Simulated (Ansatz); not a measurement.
# In2Sb2H7: the cost of one run

Computed with Ansatz 0.2.0 (DFT PBE, scalar-relativistic, plane waves, PAW, unless a step's input says otherwise).

1 further run of the same task is left out (set aside as unsound or not needed). Runs told in other sessions of the task aren't counted.

### 1 The system as given

Symmetry: F-43m, No. 216, cubic system. Conventional cell: a = 6.635 Å, b = 6.635 Å, c = 6.635 Å, α = 90.00°, β = 90.00°, γ = 90.00°. In (site symmetry -43m) has 4 Sb at 2.87 Å in its first shell of neighbours. Sb (site symmetry -43m) is surrounded by 4 In at 2.87 Å.

Coordinates:

```
In Sb
1.0
     0.00000    3.31742    3.31742
     3.31742    0.00000    3.31742
     3.31742    3.31742    0.00000
In Sb
1 1
Cartesian
  0.0000 0.0000 0.0000
  1.6587 1.6587 1.6587
```

It is the result of an earlier relaxation at this level (volume 36.51 Å³/atom; gap on the mesh: none (metal)).

### 2 Building the [111] wire, 8 host atoms a period with H caps

The wire is cut from the relaxed crystal, periodic along c with vacuum across. Atoms and period relax; energies count from the bulk, -6041.2940 eV an atom. Each H cap counts from half an H2 molecule (-15.872 eV in a separate run).

The cell holds 4 In, 4 Sb, 14 H: a = 15.000 Å, b = 16.800 Å, c = 11.492 Å, α = 90.00°, β = 90.00°, γ = 90.00°.

### 3 Relaxation

Pressure and volume refer to the whole cell with its vacuum; only the period along c may change.

input.yaml reads:

```yaml
crystal:
  lattice:
    - [15.0, 0.0, 0.0]
    - [0.0, 16.8, 0.0]
    - [0.0, 0.0, 11.4918972542]
  atoms:
    - { symbol: In, position: [0.591231681, 0.5, 0.0] }
    - { symbol: Sb, position: [0.500942809, 0.3603706129, 0.4166666667] }
    - { symbol: In, position: [0.4106539371, 0.5, 0.3333333333] }
    - { symbol: Sb, position: [0.500942809, 0.6396293871, 0.4166666667] }
    - { symbol: In, position: [0.500942809, 0.6396293871, 0.6666666667] }
    - { symbol: Sb, position: [0.4106539371, 0.5, 0.0833333333] }
    - { symbol: In, position: [0.500942809, 0.3603706129, 0.6666666667] }
    - { symbol: Sb, position: [0.591231681, 0.5, 0.75] }
    - { symbol: H, position: [0.6459146054, 0.5845657173, 0.0504703433] }
    - { symbol: H, position: [0.6459146054, 0.4154342827, 0.0504703433] }
    - { symbol: H, position: [0.4472026937, 0.2772629251, 0.3670665017] }
    - { symbol: H, position: [0.6084230398, 0.3603706129, 0.3670665017] }
    - { symbol: H, position: [0.3012880882, 0.5, 0.3838036767] }
    - { symbol: H, position: [0.4472026937, 0.7227370749, 0.3670665017] }
    - { symbol: H, position: [0.6084230398, 0.6396293871, 0.3670665017] }
    - { symbol: H, position: [0.3915769602, 0.6396293871, 0.71713701] }
    - { symbol: H, position: [0.5556257335, 0.7241951045, 0.71713701] }
    - { symbol: H, position: [0.3569138217, 0.4168923123, 0.0337331683] }
    - { symbol: H, position: [0.3569138217, 0.5831076877, 0.0337331683] }
    - { symbol: H, position: [0.3915769602, 0.3603706129, 0.71713701] }
    - { symbol: H, position: [0.5556257335, 0.2758048955, 0.71713701] }
    - { symbol: H, position: [0.6987119118, 0.5, 0.700399835] }
basis:
  ecutwfc: 420
kpoints:
  mp_grid: { grid: [1, 1, 5] }
hamiltonian:
  xc: pbe
scf:
  occupations: { method: gaussian, width: 0.05 }
output:
  forces: true
  stress: true
  eigenvalues: true
  populations: true
  write_density: true
  write_potential: true
  elf: true
  volumetric_format: npy
relax:
  adjacent_minimum: "off"
  f_tol: 0.02
  max_steps: 45
  cell: { fix: [a, b, alpha, beta, gamma], stress_tol: 0.03 }
```

Launch:

```bash
ansatz run input.yaml --threads 4 --pin off --max-ram 11264MiB --backend cpu --events-out ev --progress --plain --runs-dir out
```

**Question.** How long does this run take on 4 threads of Intel Xeon at 2.50GHz (Skylake/Cascade Lake), shared host, and how much memory does it need?

About 14 min, with a peak of 3.8 GiB.
